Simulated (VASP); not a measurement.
Runs of VASP 6.6.1 on NiO. The structure is hexagonal, space group P-6m2 (No. 187). The conventional cell has a = 2.783 Å, b = 2.783 Å, c = 2.716 Å, α = 90.00°, β = 90.00°, γ = 120.00°. Around Ni (site symmetry -6m2) lie 6 O at 2.10 Å. O (site symmetry -6m2) has 6 Ni at 2.10 Å as nearest neighbours. Measurements of this composition are mostly on another form, of space group No. 225.

| spin | U | fixed moment (μB) | gap on the mesh (eV) | pressure (GPa) | moment (μB) |
| --- | --- | --- | --- | --- | --- |
| collinear, zero start | Ni d U = 3 eV | - | none | -12.9 | 0.00 |
| collinear, ferromagnetic start | Ni d U = 2 eV | 4 | - | 47.2 | 4.00 |
| collinear, ferromagnetic start | Ni d U = 2 eV | - | (a) | 0.9 | 2.00 |
| off | Ni d U = 2 eV | - | none | -11.5 | - |
| collinear, ferromagnetic start | Ni d U = 3 eV | - | 0.81 | 0.7 | 2.00 |
| collinear, random start | Ni d U = 3 eV | - | 0.81 | 0.7 | 2.00 |
| collinear, ferromagnetic start | Ni d U = 3 eV | 3 | - | 23.1 | 3.00 |
| collinear, random start | Ni d U = 2 eV | - | none | (b) | 0.02 |

Alike in all rows: task single point; level r2SCAN+U; potentials or basis VASP PAW PBE potentials, release 64 (Ni, O); cell as given; k mesh 8 × 8 × 7; cutoff (eV) 520; smearing gaussian 0.05 eV.

**Question.** Fill in the values left out.

**Answer.** (a) 0.28; (b) -11.6.

Caveats: the PAW data sets were made with another functional, which shifts forces and pressure a little; a cell with one magnetic atom can't hold antiferromagnetic order, which such compounds often take (some runs); an odd mesh through Γ misses points on the zone boundary, where band edges often lie (some runs); the moment is held away from its start (some runs); the total moment is fixed, so each spin has its own Fermi level (some runs); a pressure of tens of GPa on the cell as given is suspect, and the run, the potentials or the cell itself is likely at fault (some runs); U without spin polarisation on a metal has little footing (some runs).

A gap of «none» marks a metal or a gap under the smearing width.
